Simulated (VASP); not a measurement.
# Al in VASP: further runs, part 2 of 2

VASP 6.6.1. The steps go on from the part before.

## (3) Relaxation of the atoms, PBE

File INCAR:

```
PREC     = Accurate       # precision mode
ENCUT    = 520            # plane-wave cutoff, eV
EDIFF    = 1E-7           # SCF threshold, eV
ISMEAR   = -1             # smearing method
SIGMA    = 0.1            # smearing width, eV
LREAL    = Auto         
LASPH    = T              # aspherical terms in the spheres
NELM     = 100            # most SCF steps
ALGO     = Fast           # electronic algorithm
ISIF     = 2              # what is computed and relaxed
LWAVE    = F              # write WAVECAR
LCHARG   = F              # write CHGCAR
GGA      = PE             # functional
IBRION   = 2              # ionic algorithm
NSW      = 45             # ionic steps
EDIFFG   = -0.08          # ionic threshold
```

File KPOINTS:

```
regular mesh
0
Gamma
  2 2 1
```

File POSCAR:

```
Al
1.0
    5.7275650000      0.0000000000      0.0000000000
    4.2956740000      7.4403250000      0.0000000000
    0.0000000000      0.0000000000     15.6765370000
Al
19
Selective dynamics
Direct
    0.1666667000      0.1111111000      0.0637896000  F F F
    0.6666667000      0.1111111000      0.0637896000  F F F
    0.1666667000      0.4444444000      0.0637896000  F F F
    0.6666667000      0.4444444000      0.0637896000  F F F
    0.1666667000      0.7777778000      0.0637896000  F F F
    0.6666667000      0.7777778000      0.0637896000  F F F
   -0.1666667000      0.2222222000      0.2129468000  T T T
    0.3333333000      0.2222222000      0.2129468000  T T T
   -0.1666667000      0.5555556000      0.2129468000  T T T
    0.3333333000      0.5555556000      0.2129468000  T T T
   -0.1666667000      0.8888889000      0.2129468000  T T T
    0.3333333000      0.8888889000      0.2129468000  T T T
    0.0000000000      0.0000000000      0.3621040000  T T T
    0.5000000000      0.0000000000      0.3621040000  T T T
    0.0000000000      0.3333333000      0.3621040000  T T T
    0.5000000000      0.3333333000      0.3621040000  T T T
    0.0000000000      0.6666667000      0.3621040000  T T T
    0.5000000000      0.6666667000      0.3621040000  T T T
    0.8447509000      0.8892938000      0.4839422000  T T T
```

Potentials or basis: VASP PAW PBE potentials, release 64 (Al).

Run with:

```console
$ cat potpaw_PBE.64/Al/POTCAR > POTCAR
$ mpirun -np 1 vasp_std > vasp.out
```

OUTCAR:

```text
PREC = Accurate
   ENCUT = 520
   EDIFF = 1E-7
   ISMEAR = -1
   LREAL = Auto
   LASPH = T
   NELM = 100
   ISIF = 2
   GGA = PE
   IBRION = 2
   NSW = 45
   EDIFFG = -0.08

 ion  position               nearest neighbor table
   1  0.167  0.111  0.064-   8 2.86  12 2.86   3 2.86   5 2.86   6 2.86   4 2.86   7 2.86   2 2.86
                             2 2.86
   2  0.667  0.111  0.064-   7 2.86  11 2.86   4 2.86   6 2.86   5 2.86   3 2.86   8 2.86   1 2.86
                             1 2.86
   3  0.167  0.444  0.064-   8 2.86   1 2.86   2 2.86   9 2.86  10 2.86   4 2.86   4 2.86   6 2.86
                             5 2.86
   4  0.667  0.444  0.064-   7 2.86   2 2.86   1 2.86  10 2.86   9 2.86   3 2.86   3 2.86   5 2.86
                             6 2.86
   5  0.167  0.778  0.064-  12 2.86  10 2.86   1 2.86   2 2.86  11 2.86   6 2.86   6 2.86   4 2.86
                             3 2.86
   6  0.667  0.778  0.064-  11 2.86   9 2.86   2 2.86   1 2.86  12 2.86   5 2.86   5 2.86   3 2.86
                             4 2.86
   7  0.833  0.222  0.213-   2 2.86   4 2.86  13 2.86  16 2.86  11 2.86  12 2.86  15 2.86   1 2.86
[... 402 lines left out ...]
 number of electron      57.0000000 magnetization

------------------------ aborting loop because EDIFF is reached ----------------------------------------
[... 101 lines left out ...]
--------------------------------------- Ionic step       13  -------------------------------------------

 number of electron      57.0000000 magnetization

 Free energy of the ion-electron system (eV)
  ---------------------------------------------------
  ext. energy  EPLUGINS =         0.00000000
  ---------------------------------------------------
  free energy    TOTEN  =       -65.70782563 eV

  energy without entropy =      -65.38690777  energy(sigma->0) =      -65.54736670

 E-fermi :   1.5472     XC(G=0):  -6.0785

 val. band max:        1.4931232769   @ k =   0.5000   0.5000   0.0000
 cond. band min:       1.5546321323   @ k =   0.5000   0.0000   0.0000
 fundamental gap:      0.0615088554
 Fermi energy:         1.5472110345

 k-point     1 :       0.0000    0.0000    0.0000
  band No.  band energies     occupation
      1      -8.7079      2.00000
      2      -7.1998      2.00000
      3      -6.1001      2.00000
      4      -6.0378      2.00000
      5      -5.0035      2.00000
      6      -4.5789      2.00000
[... 199 lines left out ...]
  FREE ENERGIE OF THE ION-ELECTRON SYSTEM (eV)
  ---------------------------------------------------
  free  energy   TOTEN  =       -65.7078256315 eV

  energy  without entropy=      -65.3869077723  energy(sigma->0) =      -65.54736670

 reached required accuracy - stopping structural energy minimisation
```

OSZICAR:

```text
N       E                     dE             d eps       ncg     rms          rms(c)
DAV:   1     0.166608127531E+03    0.16661E+03   -0.17952E+04   304   0.109E+03
DAV:   2    -0.550803935547E+02   -0.22169E+03   -0.21400E+03   382   0.167E+02
DAV:   3    -0.682597222992E+02   -0.13179E+02   -0.12762E+02   424   0.380E+01
[... 193 lines left out ...]
RMM:   9    -0.657078245916E+02    0.11151E-04   -0.72420E-05   336   0.161E-02    0.113E-02
RMM:  10    -0.657078261737E+02   -0.15821E-05   -0.42318E-06   317   0.809E-03    0.149E-02
RMM:  11    -0.657078253092E+02    0.86452E-06   -0.81113E-06   318   0.616E-03    0.118E-03
RMM:  12    -0.657078257112E+02   -0.40207E-06   -0.30552E-06   340   0.385E-03    0.260E-03
RMM:  13    -0.657078256315E+02    0.79686E-07   -0.22575E-07   211   0.178E-03
  13 F= -.65707826E+02 E0= -.65547367E+02  d E =-.115472E-01
```

It took 48 min on 1 thread of AMD EPYC 7R43 (Zen 3), shared host; peak memory 0.71 GiB.

Results:

* Free energy: -65.7078 eV
* Energy gained by relaxing: 14.2 meV/atom
* Ionic steps: 13
* Band gap on the k mesh: none (metal or under the smearing width)

Step by step:
| step | energy change (eV) | largest force (eV/Å) | pressure (GPa) |
| --- | --- | --- | --- |
| 1 | 0.0000 | 1.4050 | -0.46 |
| 2 | -0.1565 | 0.5474 | -0.62 |
| 3 | -0.1891 | 0.2483 | -0.70 |
| 4 | -0.1891 | 0.2490 | -0.69 |
| 5 | -0.1992 | 0.2476 | -0.72 |
| 6 | -0.2173 | 0.2572 | -0.81 |
| 7 | -0.2009 | 0.3311 | -0.93 |
| 8 | -0.2198 | 0.2626 | -0.85 |
| 9 | -0.2312 | 0.2470 | -0.90 |
| 10 | -0.2536 | 0.2055 | -1.03 |
| 11 | -0.2459 | 0.2268 | -1.28 |
| 12 | -0.2588 | 0.1761 | -1.14 |
| 13 | -0.2704 | 0.1616 | -1.24 |

Final structure:
```xyz
19
Lattice="5.7276 0.0000 0.0000 4.2957 7.4403 0.0000 0.0000 0.0000 15.6765" Properties=species:S:1:pos:R:3 pbc="T T T"
Al    1.4319    0.8267    1.0000
Al    4.2957    0.8267    1.0000
Al    2.8638    3.3068    1.0000
Al    5.7276    3.3068    1.0000
Al    4.2957    5.7869    1.0000
Al    7.1595    5.7869    1.0000
Al    5.7107    1.6848    3.3854
Al    2.8886    1.6499    3.4034
Al    7.1816    4.1168    3.4130
Al    4.2793    4.1220    3.4331
Al    8.5933    6.6093    3.3997
Al    5.7475    6.5872    3.4356
Al    0.0627    0.0207    5.7313
Al    2.8337    0.0423    5.7838
Al    1.4329    2.4520    5.7415
Al    4.3116    2.4491    5.7676
Al    2.8686    4.8083    5.8290
Al    5.7118    4.9210    5.9645
Al    8.6079    6.5528    7.8227
```

Levels at points of the mesh, in eV from the Fermi level:
```
           k point  band 24  band 25  band 26  band 27  band 28  band 29  band 30  band 31  band 32  band 33
(0.00, 0.00, 0.00)    -0.99    -0.64    -0.49    -0.39    -0.30    -0.21     0.01     0.23     0.79     0.88
(0.50, 0.00, 0.00)    -0.87    -0.66    -0.59    -0.44    -0.22     0.01     0.75     1.09     1.21     1.23
(0.00, 0.50, 0.00)    -1.56    -1.17    -0.80    -0.64    -0.36    -0.29    -0.26    -0.21     0.69     0.90
(0.50, 0.50, 0.00)    -0.21    -0.09    -0.05     0.06     0.47     0.57     0.66     1.07     1.12     1.17
```

Caveat: the k mesh is coarse (spacing up to 0.63 Å⁻¹), so the values aren't converged; the relaxation stopped at a loose force limit of 0.08 eV/Å, so its end isn't a converged minimum.

## (4) Single point, PBE

File INCAR:

```
SYSTEM = Al
ALGO = Normal
EDIFF = 1E-6
ENCUT = 520
GGA = PE
ISIF = 2
ISMEAR = -1
LASPH = .True.
LCHARG = .True.
LELF = .True.
LREAL = Auto
LVHAR = .True.
LWAVE = .False.
NBANDS = 44
NELM = 60
PREC = Accurate
SIGMA = 0.1
```

File KPOINTS:

```
k-points
0
Gamma
  2 2 1
  0 0 0
```

File POSCAR:

```
Al
1.0
    5.7275650000      0.0000000000      0.0000000000
    4.2956740000      7.4403250000      0.0000000000
    0.0000000000      0.0000000000     15.6765370000
Al
19
Direct
    0.1666684695      0.1111107378      0.0637895984
    0.6666715249      0.1111107378      0.0637895984
    0.1666708227      0.4444429511      0.0637895984
    0.6666738781      0.4444429511      0.0637895984
    0.1666731759      0.7777751644      0.0637895984
    0.6666762313      0.7777751644      0.0637895984
   -0.0618827465      0.2404599261      0.2201315252
    0.4145399086      0.2067651615      0.2343502267
   -0.1584915078      0.5920305901      0.2008989613
    0.3861789955      0.5215094771      0.2196275874
   -0.1113657650      0.8883482912      0.1974032913
    0.3718425330      0.9031057111      0.2274673290
    0.1027323822     -0.0685588331      0.3820486629
    0.6103864978     -0.0427938296      0.3748595752
    0.1288976362      0.2818022062      0.3821507263
    0.6511320004      0.2622869297      0.3882107381
    0.1046838831      0.6076616277      0.3549572205
    0.5725979650      0.5893156549      0.3695012489
    0.8640543527      0.7185304405      0.5078672669
```

Run with:

```console
$ cat potpaw_PBE.64/Al/POTCAR > POTCAR
$ mpirun -np 1 vasp_std > vasp.out
```

It took 4.7 min on 1 thread of AMD EPYC 7R43 (Zen 3), shared host; peak memory 0.61 GiB.

Results (log left out):

- Free energy: -64.3136 eV
- Largest force: 1.558 eV/Å
- Band gap on the k mesh: none (metal or under the smearing width)

Forces in eV/Å, atoms in the order of the input:
```
Al   0.048 -0.032 -0.111
Al   0.044  0.133 -0.153
Al   0.010 -0.069 -0.223
Al   0.162 -0.062 -0.035
Al   0.382 -0.336 -0.757
Al   0.036  0.307 -0.784
Al  -1.000  0.177  0.187
Al   0.620 -0.223 -0.276
Al  -0.116 -0.627  1.087
Al   0.517  0.318 -0.599
Al  -0.095  0.377  1.509
Al  -0.225 -0.440 -0.012
Al   0.610  0.039  0.025
Al  -0.629 -0.268  0.078
Al  -0.247 -0.023  0.300
Al  -0.283  0.097 -0.217
Al  -0.760  0.067  0.305
Al   1.103  0.555  0.164
Al  -0.179  0.010 -0.487
```

Levels at points of the mesh, in eV from the Fermi level:
```csv
k point,band 25,band 26,band 27,band 28,band 29,band 30,band 31,band 32
"(0.00, 0.00, 0.00)",-0.88,-0.66,-0.60,-0.44,-0.25,0.07,0.24,0.51
"(0.50, 0.00, 0.00)",-0.76,-0.66,-0.58,-0.04,0.08,0.67,0.79,1.08
"(0.00, 0.50, 0.00)",-1.24,-0.81,-0.71,-0.54,-0.49,-0.39,-0.28,0.37
"(0.50, 0.50, 0.00)",-0.15,-0.11,0.08,0.49,0.60,0.68,0.75,0.89
```

Caveat: the k mesh is coarse (spacing up to 0.63 Å⁻¹), so the values aren't converged.
